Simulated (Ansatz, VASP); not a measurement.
# Cross-check of CdS (Greenockite) between VASP and Ansatz, part 2 of 2

One calculation is typed for both programs; each brings its own data sets and cutoff. How far apart do they land?

VASP 6.6.1 and Ansatz 0.2.0.

So far. Step 3 (Ansatz: single point, PBEsol): The run ends at a pressure of -0.42 GPa, with forces up to 0.068 eV/Å. Step 6 (Ansatz: single point, LDA, volume scaled by 0.985): The run ends at a pressure of 0.50 GPa, with forces up to 0.0015 eV/Å.

### Step 7. VASP: single point, LDA, volume scaled by 0.985

Level of this step: LDA; plane waves and PAW (Cd, S) (VASP).

The same cell, functional (in two slightly different forms), mesh and smearing now go to VASP, with its own data sets and cutoff.

The input asks for a relaxation, which ended at its first step since no free force or stress exceeded the threshold; so it serves as a single point.

Contents of INCAR:

```
SYSTEM = CdS
PREC = Accurate
ENCUT = 500
EDIFF = 1E-06
NELM = 100
ISMEAR = 0
SIGMA = 0.03
LREAL = .FALSE.
ALGO = Normal
GGA = CA
NBANDS = 24
LORBIT = 11
LWAVE = .FALSE.
LCHARG = .FALSE.
KPAR = 8
IBRION = 2
NSW = 30
ISIF = 4
EDIFFG = -0.01
```

Contents of POSCAR:

```
CdS
1.0
    4.0635995346      0.0000000000      0.0000000000
   -2.0317997672      3.5191804277      0.0000000000
    0.0000000000      0.0000000000      6.6230676612
Cd S
2 2
Direct
    0.3333333333      0.6666666667      0.4995305207
    0.6666666667      0.3333333333      0.9995305207
    0.3333333333      0.6666666667      0.8754694793
    0.6666666667      0.3333333333      0.3754694793
```

Contents of KPOINTS:

```
Automatic mesh
0
Gamma
6 6 4
0 0 0
```

The projector-augmented-wave data sets are Cd and S (LDA family, release 64).

Launch:

```
mpirun -np 8 vasp_std
```

Numbers of over 12 decimals in the logs are rounded to 6 here.

The program printed:

```text
[banner, memory and clock lines left out]
running    8 mpi-ranks, on    1 nodes
[...]
[... a notice as in an earlier step ...]

 LDA part: xc-table for (Slater(with rela. corr.)+CA(PZ))
 , standard interpolation
 POSCAR, INCAR and KPOINTS ok, starting setup
[...]
entering main loop
       N       E                     dE             d eps       ncg     rms          rms(c)
DAV:   1     0.248746905344E+03    0.24875E+03   -0.17525E+04  1008   0.135E+03
DAV:   2    -0.324310895818E+01   -0.25199E+03   -0.24567E+03  1184   0.342E+02
DAV:   3    -0.157208373072E+02   -0.12478E+02   -0.12435E+02  1240   0.779E+01
DAV:   4    -0.158385540977E+02   -0.11772E+00   -0.11769E+00  1192   0.752E+00
[...]
DAV:  10    -0.148108388872E+02    0.29837E-03   -0.12668E-03  1312   0.427E-01    0.762E-02
DAV:  11    -0.148108518171E+02   -0.12930E-04   -0.12561E-04  1168   0.714E-02    0.852E-02
DAV:  12    -0.148108519282E+02   -0.11111E-06   -0.92861E-07   952   0.688E-03
   1 F= -.14810852E+02 E0= -.14810852E+02  d E =-.148109E+02
[...]
reached required accuracy - stopping structural energy minimisation
```

OUTCAR, selected parts (step 7):

```text
  Total        0.7273767      0.7273767      0.7237194      0.0000000      0.0000000      0.0000000
  in kB       12.3043403     12.3043403     12.2424729      0.0000000      0.0000000      0.0000000
  external PRESSURE =      12.2837178 kB  Pullay stress =       0.0000000 kB

 POSITION                                       TOTAL-FORCE (eV/Angst)
 -----------------------------------------------------------------------------------
     -0.00000      2.34612      3.30842         0.000000      0.000000     -0.000248
      2.03180      1.17306      6.61996         0.000000     -0.000000     -0.000248
     -0.00000      2.34612      5.79829        -0.000000      0.000000      0.000248
      2.03180      1.17306      2.48676        -0.000000     -0.000000      0.000248
 -----------------------------------------------------------------------------------
    total drift:                                0.000000      0.000000      0.000604

  FREE ENERGIE OF THE ION-ELECTRON SYSTEM (eV)
  ---------------------------------------------------
  free  energy   TOTEN  =       -14.8108519282 eV

  energy  without entropy=      -14.8108519282  energy(sigma->0) =      -14.81085193

 reached required accuracy - stopping structural energy minimisation

[... 1 part as in an earlier step ...]

[... 2 further parts left out ...]
[key lines of the parts left out:]
E-fermi :   1.6732
```

### Step 8. Side by side

What differs besides the data sets and the points named for the pairs above, as far as they apply: the two LDA forms differ slightly; the cutoff is 420 eV in Ansatz and 500 eV in VASP; VASP's log shows a relativistic correction to its local exchange, Ansatz's none. Total energies have different zeros and are not compared.

Compared:

```csv
quantity,Ansatz,VASP,difference
pressure (GPa),0.50,1.23,-0.73
gap on the k mesh (eV),1.041,1.071,-0.030
```

A gap on the mesh is an upper bound, since the band edges may lie between its points.

### Step 9. Other set-ups

Further runs change the set-up of one program: Ansatz's method, potentials or start, or VASP's data sets, cutoff or form of LDA. The table gives Ansatz less VASP for each quantity, since a change that brings one quantity closer may part another.

```csv
run,r.m.s. force difference (meV/Å),pressure (GPa),gap on the k mesh (eV)
as above,0.74,-0.73,-0.030
Ansatz's all-electron LAPW method,0.72,-0.70,-0.032
```

### Step 10. VASP: relaxation, LDA

This run makes the geometry at which the two programs are then compared. The cell compared in this pair holds 99.04 Å³, against 94.71 Å³ for the pair before.

INCAR: that of step 7 with these lines changed.

```diff
@@ -3,3 +3,3 @@
 ENCUT = 500
-EDIFF = 1E-06
+EDIFF = 1E-07
 NELM = 100
@@ -16,4 +16,4 @@
 IBRION = 2
-NSW = 30
+NSW = 50
 ISIF = 4
-EDIFFG = -0.01
+EDIFFG = -0.002
```

Contents of POSCAR:

```
CdS
1.0
    4.1245626052      0.0000000000      0.0000000000
   -2.0622813025      3.5719759955      0.0000000000
    0.0000000000      0.0000000000      6.7224284712
Cd S
2 2
Direct
    0.3333333333      0.6666666667      0.4995305207
    0.6666666667      0.3333333333      0.9995305207
    0.3333333333      0.6666666667      0.8754694793
    0.6666666667      0.3333333333      0.3754694793
```

KPOINTS is that of step 7.

Launch:

```
mpirun -np 8 vasp_std
```

The program printed:

```text
[... set-up lines as in an earlier step ...]
 entering main loop
       N       E                     dE             d eps       ncg     rms          rms(c)
DAV:   1     0.245226517036E+03    0.24523E+03   -0.17366E+04  1008   0.134E+03
DAV:   2    -0.260423228056E+01   -0.24783E+03   -0.24050E+03  1128   0.338E+02
DAV:   3    -0.156995024383E+02   -0.13095E+02   -0.13048E+02  1272   0.789E+01
DAV:   4    -0.158269958799E+02   -0.12749E+00   -0.12747E+00  1176   0.769E+00
[...]
DAV:  19    -0.147993609503E+02    0.36527E-05   -0.51707E-06  1168   0.104E-02    0.219E-02
DAV:  20    -0.147993603950E+02    0.55538E-06   -0.87923E-07  1128   0.459E-03    0.636E-03
DAV:  21    -0.147993603336E+02    0.61322E-07   -0.12411E-07   616   0.173E-03
   1 F= -.14799360E+02 E0= -.14799360E+02  d E =-.147994E+02
[...]
2 F= -.14799365E+02 E0= -.14799365E+02  d E =-.476141E-05
[...]
3 F= -.14799373E+02 E0= -.14799373E+02  d E =-.123886E-04
[...]
4 F= -.14799373E+02 E0= -.14799373E+02  d E =-.127334E-04
[...]
5 F= -.14799375E+02 E0= -.14799375E+02  d E =-.193091E-05
 trial-energy change:   -0.000002  1 .order   -0.000002   -0.000006    0.000001
 step:   1.0892(harm=  1.0892)  dis= 0.00010  next Energy=   -14.799375 (dE=-0.228E-05)
 reached required accuracy - stopping structural energy minimisation
```

OUTCAR, selected parts (step 10):

```text
  Total       -1.1528325     -1.1528325     -1.1482741     -0.0000000      0.0000000      0.0000000
  in kB      -18.6493707    -18.6493707    -18.5756294     -0.0000000      0.0000000      0.0000000
  external PRESSURE =     -18.6247903 kB  Pullay stress =       0.0000000 kB

 POSITION                                       TOTAL-FORCE (eV/Angst)
 -----------------------------------------------------------------------------------
     -0.00000      2.38213      3.35456         0.000000      0.000000     -0.000355
      2.06298      1.19106      6.71350         0.000000      0.000000     -0.000355
     -0.00000      2.38213      5.88251        -0.000000     -0.000000      0.000355
      2.06298      1.19106      2.52357        -0.000000     -0.000000      0.000355
 -----------------------------------------------------------------------------------
    total drift:                                0.000000      0.000000      0.000180

  FREE ENERGIE OF THE ION-ELECTRON SYSTEM (eV)
  ---------------------------------------------------
  free  energy   TOTEN  =       -14.7993749979 eV

  energy  without entropy=      -14.7993749979  energy(sigma->0) =      -14.79937500

[... 2 parts as in an earlier step ...]

[... 2 further parts left out ...]
[key lines of the parts left out:]
E-fermi :   1.3105
```

### Step 11. Ansatz: single point, LDA, volume scaled by 1.03

The same cell, functional (in two slightly different forms), mesh and smearing now go to Ansatz, which takes its cutoff from its data sets.

The structure compared here is the end of the VASP relaxation.

Contents of input.yaml:

```yaml
crystal:
  lattice:
    - [4.12596164, 0.0, 0.0]
    - [-2.06298082, 3.57318759, 0.0]
    - [0.0, 0.0, 6.71787036]
  atoms:
    - { symbol: Cd, position: [0.33333333, 0.66666667, 0.4993494] }
    - { symbol: Cd, position: [0.66666667, 0.33333333, 0.9993494] }
    - { symbol: S, position: [0.33333333, 0.66666667, 0.8756506] }
    - { symbol: S, position: [0.66666667, 0.33333333, 0.3756506] }
hamiltonian:
  xc: lda
  pseudopotentials: { kind: paw }
kpoints:
  mp_grid: { grid: [6, 6, 4] }
scf:
  occupations: { method: gaussian, width: 0.03 }
  n_extra_bands: 5
output:
  forces: true
  stress: true
  eigenvalues: true
```

Launch:

```
ansatz run input.yaml --threads 2 --pin off --max-ram 4608MiB --backend cpu --events-out ev --progress --plain --runs-dir out
```

The program printed:

```text
[...]
Crystal: 4 atoms, lattice volume = 99.040 Å³
Basis set: ecut = 420 eV, 1943 PW (Γ)
Bands: 31, of which v1, the nominal top of the filled ones, is band 26 counted from 1 (25 counted from 0)
Symmetry: 12 space group operations
[...]
k-points: 21 of 144 (time reversal used)
[...]
k-point 0: bands = [... 22 lower, 5.8768, 6.6038, 6.6561, 6.6561, 7.5985, 9.2131, 12.9309, 12.9309, ... 1 higher]
  k-point 1: bands = [... 22 lower, 5.9839, 5.9839, 6.5343, 6.5343, 8.5427, 9.2884, 12.7245, 13.0046, ... 1 higher]
  k-point 2: bands = [... 22 lower, 6.2518, 6.2518, 6.2518, 6.2518, 9.2847, 9.2847, 12.6025, 12.6025, ... 1 higher]
  k-point 20: bands = [... 22 lower, 4.1362, 4.1362, 5.4979, 5.4979, 10.8463, 10.8463, 12.5254, 12.5254, ... 1 higher]
[key lines of the parts left out:]
SCF converged after 7 iterations
Free energy (F): -17977.263664 eV
Fermi energy:    7.127636 eV
P = ⅓ Tr σ = -2.3262 GPa (-23.262 kbar)
```

It took 4.4 s on 2 threads of Arm Neoverse N1, shared host; peak memory 0.32 GiB; 8.6 s of CPU time.

The run ends at a pressure of -2.33 GPa, with forces up to 0.0013 eV/Å.

### Step 12. Side by side

Compared:

```csv
quantity,Ansatz,VASP,difference
pressure (GPa),-2.33,-1.86,-0.46
gap on the k mesh (eV),0.942,0.970,-0.028
```

A gap on the mesh is an upper bound, since the band edges may lie between its points.

### Step 13. Other set-ups

Further runs change the set-up of one program: Ansatz's method, potentials or start, or VASP's data sets, cutoff or form of LDA. The table gives Ansatz less VASP for each quantity, since a change that brings one quantity closer may part another.

```csv
run,r.m.s. force difference (meV/Å),pressure (GPa),gap on the k mesh (eV)
as above,0.55,-0.46,-0.028
Ansatz's all-electron LAPW method,0.54,-0.44,-0.029
```

### Step 14. What came out

```json
{
  "r.m.s. force difference (single point, PBEsol)": "0.86 meV/Å",
  "difference in gap on the k mesh (single point, LDA, volume scaled by 0.985)": "-0.030 eV",
  "difference in pressure (single point, LDA, volume scaled by 0.985)": "-0.73 GPa",
  "difference in gap on the k mesh (single point, LDA, volume scaled by 1.03)": "-0.028 eV"
}
```

**Reading.** The difference in pressure is -0.73 GPa (single point, LDA, volume scaled by 0.985), within the 1 GPa picked in this series as the mark of a large difference. Single point, PBEsol, Ansatz's all-electron LAPW method: the difference in pressure goes from 0.038 to 0.062 GPa; the difference in gap on the k mesh goes from -0.0013 to -5.0e-4 eV. For single point, LDA, volume scaled by 0.985, no further run moves any of the tabulated differences by more than a quarter of its size. For single point, LDA, volume scaled by 1.03, no further run moves any of the tabulated differences by more than a quarter of its size. 2 further runs of this series are not shown here. How closely two codes agree says nothing of how well the functional describes the real material.

[Lines on the potential files, build, host, timing and source positions are cut from VASP's logs without a mark.]

[Logs are printed without paths, hosts, clocks, repeated set-up lines and the standing remarks that a program may print on its own settings, such as how far it seeks lower states.]

[Hosts, paths, dates, database ids (printed as entryN), source tags and the programs' standing remarks are cut or masked in the printed files.]
